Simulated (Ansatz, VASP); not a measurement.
## SiO2: VASP beside Ansatz

```
CELL_PARAMETERS angstrom
4.13020 0.00000 0.00000
0.00000 4.13020 0.00000
0.00000 0.00000 2.46970
ATOMIC_POSITIONS crystal
Si 0.50000 0.50000 0.50000
Si 0.00000 0.00000 0.00000
O 0.69443 0.69443 0.00000
O 0.19443 0.80557 0.50000
O 0.30557 0.30557 0.00000
O 0.80557 0.19443 0.50000
```

Alike in both runs: task single point; functional LDA; k mesh 6 × 6 × 8; occupations gaussian, width 0.05 eV; no spin polarisation.

|  | VASP | Ansatz |
| --- | --- | --- |
| version | VASP 6.6.1 | Ansatz 0.2.0 |
| potentials or method | VASP PAW LDA potentials, release 64 (Si, O) | scalar-relativistic, plane waves, PAW |
| plane-wave cutoff (eV) | 520 | 520 |
| valence electrons in the cell | 32 | 32 |

|  | VASP | Ansatz | Ansatz less VASP |
| --- | --- | --- | --- |
| gap on the k mesh at the Fermi level (eV) | 7.62 | 7.63 | +0.002 |
| least direct gap on the mesh (eV) | 7.62 | 7.63 | +0.002 |
| rms of the force components (eV/Å) | 0.266 | 0.230 | -0.0359 |

Atom by atom the forces differ by 0.036 eV/Å (rms over components). Ansatz warned: «pseudo_functional_mismatch».

 A hybrid or GW would open this gap; LDA tends to underestimate it. A k mesh can miss the band edges.
